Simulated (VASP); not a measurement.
# Au in VASP: single point with LDA

Aim: the single point of Au with LDA.

Everything below comes from runs of VASP 6.6.1. Logs are shortened: lines on timing, memory, paths and dates and some standing lists are left out, and cuts for length are marked.

### 1 The structure

The cell holds a slab with vacuum, 7 atoms: a = 2.884 Å, b = 2.884 Å, c = 29.127 Å, α = 90.00°, β = 90.00°, γ = 60.00°.

The cell was built by a generator and needn't be a form met in nature.

### 2 Single point, LDA

INCAR

```
SYSTEM = Au
ALGO = Fast ; DIPOL = 0.5 0.5 0.500
EDIFF = 1E-7 ; ENCUT = 520
IDIPOL = 3 ; ISIF = 2
ISMEAR = 0 ; LASPH = .TRUE.
LCHARG = .FALSE. ; LDIPOL = .TRUE.
LREAL = .FALSE. ; LWAVE = .FALSE.
NBANDS = 48 ; NELM = 80
PREC = Accurate ; SIGMA = 0.1
```

KPOINTS

```
k-points
0
G
  16 16 1
  0 0 0
```

POSCAR

```
Au
1.0
    2.8835814537      0.0000000000      0.0000000000
    1.4417907268      2.4972547928      0.0000000000
    0.0000000000      0.0000000000     29.1266063865
Au
7
Direct
    0.0000000000      0.0000000000      0.2624364822
    0.3333333333      0.3333333333      0.3420469663
    0.6666666667      0.6666666667      0.4209538334
    0.0000000000      0.0000000000      0.5000000007
    0.3333333333      0.3333333333      0.5790461681
    0.6666666667      0.6666666667      0.6579530351
    0.0000000000      0.0000000000      0.7375635143
```

Potentials or basis: VASP PAW LDA potentials, release 64 (Au).

Started as:

```sh
$ cat potpaw_LDA.64/Au/POTCAR > POTCAR
$ mpirun -np 1 vasp_std > vasp.out
```

OUTCAR:

```text
SYSTEM = Au
   EDIFF = 1E-7
   ENCUT = 520
   ISIF = 2
   ISMEAR = 0
   LASPH = .TRUE.
   LREAL = .FALSE.
   NELM = 80
   PREC = Accurate

 ion  position               nearest neighbor table
   1  0.000  0.000  0.262-   2 2.85   2 2.85   2 2.85
   2  0.333  0.333  0.342-   3 2.84   3 2.84   3 2.84   1 2.85   1 2.85   1 2.85
   3  0.667  0.667  0.421-   2 2.84   2 2.84   2 2.84   4 2.84   4 2.84   4 2.84
   4  0.000  0.000  0.500-   3 2.84   3 2.84   3 2.84   5 2.84   5 2.84   5 2.84
   5  0.333  0.333  0.579-   6 2.84   6 2.84   6 2.84   4 2.84   4 2.84   4 2.84
   6  0.667  0.667  0.658-   5 2.84   5 2.84   5 2.84   7 2.85   7 2.85   7 2.85
   7  0.000  0.000  0.738-   6 2.85   6 2.85   6 2.85

  LATTYP: Found a hexagonal cell.
 ALAT       =     2.8835814537
 C/A-ratio  =    10.1008439867

  Lattice vectors:

 A1 = (  -1.4417907268,  -2.4972547928,   0.0000000000)
 A2 = (   2.8835814537,   0.0000000000,   0.0000000000)
 A3 = (   0.0000000000,   0.0000000000,  29.1266063865)

Analysis of symmetry for initial positions (statically):
=====================================================================
 Subroutine PRICEL returns:
 Original cell was already a primitive cell.

 Routine SETGRP: Setting up the symmetry group for a
 hexagonal supercell.

 Subroutine GETGRP returns: Found 12 space group operations
 (whereof 12 operations were pure point group operations)
 out of a pool of 24 trial point group operations.

The static configuration has the point symmetry D_3d.

Analysis of symmetry for dynamics (positions and initial velocities):
=====================================================================
 Subroutine PRICEL returns:
 Original cell was already a primitive cell.

 Routine SETGRP: Setting up the symmetry group for a
 hexagonal supercell.

 Subroutine GETGRP returns: Found 12 space group operations
 (whereof 12 operations were pure point group operations)
 out of a pool of 24 trial point group operations.

The dynamic configuration has the point symmetry D_3d.

 Subroutine INISYM returns: Found 12 space group operations
 (whereof 12 operations are pure point group operations),
 and found     1 'primitive' translations

----------------------------------------------------------------------------------------

                                     Primitive cell

  volume of cell :     209.7418

  direct lattice vectors                    reciprocal lattice vectors
     2.883581454  0.000000000  0.000000000     0.346790967 -0.200219858  0.000000000
     1.441790727  2.497254793  0.000000000     0.000000000  0.400439716  0.000000000
     0.000000000  0.000000000 29.126606387     0.000000000  0.000000000  0.034332870

  length of vectors
     2.883581454  2.883581454 29.126606387     0.400439716  0.400439716  0.034332870

  position of ions in fractional coordinates (direct lattice)
     0.000000000  0.000000000  0.262436482
     0.333333333  0.333333333  0.342046966
     0.666666667  0.666666667  0.420953833
     0.000000000  0.000000000  0.500000001
     0.333333333  0.333333333  0.579046168
     0.666666667  0.666666667  0.657953035
     0.000000000  0.000000000  0.737563514

  ion indices of the primitive-cell ions
   primitive index   ion index
                 1           1
                 2           2
                 3           3
                 4           4
                 5           5
                 6           6
                 7           7

----------------------------------------------------------------------------------------

 KPOINTS: k-points

Automatic generation of k-mesh.
 Grid dimensions read from file:
 generate k-points for:   16   16    1

 Generating k-lattice:

  Cartesian coordinates                     Fractional coordinates (reciprocal lattice)
     0.021674435 -0.012513741  0.000000000     0.062500000 -0.000000000  0.000000000
     0.000000000  0.025027482  0.000000000     0.000000000  0.062500000  0.000000000
     0.000000000  0.000000000  0.034332870     0.000000000  0.000000000  1.000000000

  Length of vectors
     0.025027482  0.025027482  0.034332870

  Shift w.r.t. Gamma in fractional coordinates (k-lattice)
     0.000000000  0.000000000  0.000000000

 Subroutine IBZKPT returns following result:
 ===========================================

 Found     30 irreducible k-points:

 Following reciprocal coordinates:
            Coordinates               Weight
  0.000000  0.000000  0.000000      1.000000
  0.062500  0.000000  0.000000      6.000000
  0.125000  0.000000  0.000000      6.000000
  0.187500  0.000000  0.000000      6.000000
  0.250000  0.000000  0.000000      6.000000
  0.312500  0.000000  0.000000      6.000000
[... 16 lines left out ...]
  0.375000  0.187500  0.000000      6.000000
  0.437500  0.187500  0.000000     12.000000
 [... further k-points ...]
   k-points           NKPTS =     30   k-points in BZ     NKDIM =     30   number of bands    NBANDS=     48
   number of dos      NEDOS =    301   number of ions     NIONS =      7
   total plane-waves  NPLWV = 129024
   dimension x,y,z NGX =    24 NGY =   24 NGZ =  224
   dimension x,y,z NGXF=    48 NGYF=   48 NGZF=  448
   ions per type =               7
   NGX,Y,Z   is equivalent  to a cutoff of  13.84, 13.84, 12.79 a.u.
   NGXF,Y,Z  is equivalent  to a cutoff of  27.67, 27.67, 25.57 a.u.
 SYSTEM =  Au
   PREC   = accura    normal or accurate (medium, high low for compatibility)
   ISTART =      0    job   : 0-new  1-cont  2-samecut
   ICHARG =      2    charge: 1-file 2-atom 10-const
   ISPIN  =      1    spin polarized calculation?
   LNONCOLLINEAR =      F non collinear calculations
   LSORBIT =      F    spin-orbit coupling
   LASPH  =      T    aspherical Exc in radial PAW
   ENCUT  =  520.0 eV  38.22 Ry    6.18 a.u.   5.36  5.36 54.16*2*pi/ulx,y,z
   NELM   =     80;   NELMIN=  2; NELMDL= -5     # of ELM steps
   EDIFF  = 0.1E-06   stopping-criterion for ELM
   LREAL  =      F    real-space projection
   EDIFFG = 0.1E-05   stopping-criterion for IOM
   NSW    =      0    number of steps for IOM
   IBRION =     -1    ionic relax: 0-MD 1-quasi-New 2-CG
   NFREE  =      0    steps in history (QN), initial steepest desc. (CG)
   ISIF   =      2    stress and relaxation
   ISYM   =      2    0-nonsym 1-usesym 2-fastsym
   POTIM  = 0.5000    time-step for ionic-motion
   TEBEG  =    0.0;   TEEND  =   0.0 temperature during run
   PSTRESS=    0.0 pullay stress
   NELECT =      77.0000    total number of electrons
   NUPDOWN=      -1.0000    fix difference up-down
   EMIN   =  10.00;   EMAX   =-10.00  energy-range for DOS
   EFERMI =   0.00;   METHOD = LEGACY
   ISMEAR =     0;   SIGMA  =   0.10  broadening in eV -4-tet -1-fermi 0-gaus
   EFERMI_NEDOS =   21; number of points for ismear=-14 and -15
   IALGO  =     68    algorithm
   IMIX   =      4    mixing-type and parameters
     AMIX     =   0.40;   BMIX     =  1.00
     AMIX_MAG =   1.60;   BMIX_MAG =  1.00
  volume/ion in A,a.u.               =      29.96       202.20
  Fermi-wavevector in a.u.,A,eV,Ry     =   1.172223  2.215179 18.695844  1.374106
  Thomas-Fermi vector in A             =   2.308654
   LORBIT       =      0    0 simple, 1 ext, 2 COOP (PROOUT), +10 PAW based schemes
   GGA     = CA    functional components
   LHFCALC =     F    Hartree Fock is set to
   AEXX    =    0.0000 exact exchange contribution
   IVDW    =     0    specifies the selected vdW correction
   LEPSILON=     F    determine dielectric tensor
   LRPA    =     F    only Hartree local field effects (RPA)
 non-spin polarized calculation
 RMM-DIIS sequential band-by-band and
 Gauss-broadening in eV      SIGMA  =   0.10
  energy-cutoff  :      520.00
  volume of cell :      209.74
 maximum number of plane-waves:      5737
 NGX is ok and might be reduce to    24
   NGX = 11   NGY = 11   NGZ =109

 number of electron      77.0000015 magnetization

 dipolmoment           0.000000      0.000000     -0.000000 electrons x Angstroem

 Free energy of the ion-electron system (eV)
  ---------------------------------------------------
  ext. energy  EPLUGINS =         0.00000000
  ---------------------------------------------------
  free energy    TOTEN  =       -30.05569585 eV

  energy without entropy =      -30.03856109  energy(sigma->0) =      -30.04712847

 E-fermi :   2.8728     XC(G=0):  -7.8783

 val. band max:        2.8703698789   @ k =   0.3750   0.1250   0.0000
 cond. band min:       2.9214689850   @ k =   0.3750   0.0625   0.0000
 fundamental gap:      0.0510991061
 Fermi energy:         2.8727609157

 k-point     1 :       0.0000    0.0000    0.0000
  band No.  band energies     occupation
      1      -7.1111      2.00000
      2      -6.5705      2.00000
      3      -5.8246      2.00000
      4      -5.0591      2.00000
      5      -4.6848      2.00000
      6      -4.3922      2.00000
[... 40 lines left out ...]
     47       9.5560      0.00000
     48       9.8592      0.00000

 k-point     2 :       0.0625    0.0000    0.0000
  band No.  band energies     occupation
      1      -6.9902      2.00000
      2      -6.4526      2.00000
      3      -5.7091      2.00000
      4      -4.9436      2.00000
      5      -4.5783      2.00000
      6      -4.2819      2.00000
[... 40 lines left out ...]
     47       9.6472      0.00000
     48       9.9249      0.00000

 k-point     3 :       0.1250    0.0000    0.0000
  band No.  band energies     occupation
      1      -6.6382      2.00000
      2      -6.1125      2.00000
      3      -5.3811      2.00000
      4      -4.6205      2.00000
      5      -4.2828      2.00000
      6      -3.9789      2.00000
[... 1060 lines left out ...]
     47      11.0462      0.00000
     48      11.1181      0.00000

 k-point    24 :       0.4375    0.1875    0.0000
  band No.  band energies     occupation
      1      -4.0663      2.00000
      2      -3.8834      2.00000
      3      -3.7807      2.00000
      4      -3.5383      2.00000
      5      -3.3179      2.00000
      6      -3.1934      2.00000
[... 40 lines left out ...]
     47      10.0670      0.00000
     48      10.3944      0.00000

 [... further k-points ...]

------------------------ aborting loop because EDIFF is reached ----------------------------------------

 vacuum level on the upper side and lower side of the slab       (xc-potential included)        -0.008        -0.008

  FORCE on cell =-STRESS in cart. coord.  units (eV):
  Direction    XX          YY          ZZ          XY          YZ          ZX
  --------------------------------------------------------------------------------------
  -------------------------------------------------------------------------------------
  Total       -3.3627794     -3.3627794      0.3024925      0.0000000      0.0000000      0.0000000
  in kB      -25.6876274    -25.6876274      2.3106819      0.0000000      0.0000000      0.0000000
  external PRESSURE =     -16.3548577 kB  Pullay stress =       0.0000000 kB

 VOLUME and BASIS-vectors are now :
 -----------------------------------------------------------------------------
  energy-cutoff  :      520.00
  volume of cell :      209.74
      direct lattice vectors                 reciprocal lattice vectors
     2.883581454  0.000000000  0.000000000     0.346790967 -0.200219858  0.000000000
     1.441790727  2.497254793  0.000000000     0.000000000  0.400439716  0.000000000
     0.000000000  0.000000000 29.126606387     0.000000000  0.000000000  0.034332870

 POSITION                                       TOTAL-FORCE (eV/Angst)
 -----------------------------------------------------------------------------------
      0.00000      0.00000      7.64388         0.000000     -0.000000     -0.024446
      1.44179      0.83242      9.96267        -0.000000     -0.000000     -0.003559
      2.88358      1.66484     12.26096         0.000000      0.000000     -0.003976
      0.00000      0.00000     14.56330         0.000000     -0.000000      0.000000
      1.44179      0.83242     16.86565        -0.000000     -0.000000      0.003976
      2.88358      1.66484     19.16394        -0.000000      0.000000      0.003559
      0.00000      0.00000     21.48272         0.000000     -0.000000      0.024446
 -----------------------------------------------------------------------------------
    total drift:                                0.000000     -0.000000     -0.000006

  FREE ENERGIE OF THE ION-ELECTRON SYSTEM (eV)
  ---------------------------------------------------
  free  energy   TOTEN  =       -30.0556958541 eV

  energy  without entropy=      -30.0385610865  energy(sigma->0) =      -30.04712847

 vacuum level on the upper side and lower side of the slab         8.389         8.389
```

Run time: 9.1 min. Hardware: 1 thread of Intel Xeon Platinum 8488C (Sapphire Rapids), shared host; peak memory 0.39 GiB.

Results:

```yaml
Free_energy: -30.0557 eV
Largest_force: 0.024 eV/Å
Band_gap_on_the_k_mesh: none (metal or under the smearing width)
```

Forces on the atoms (eV/Å):
```
Au   0.000  0.000 -0.024
Au   0.000  0.000 -0.004
Au   0.000  0.000 -0.004
Au   0.000  0.000  0.000
Au   0.000  0.000  0.004
Au   0.000  0.000  0.004
Au   0.000  0.000  0.024
```
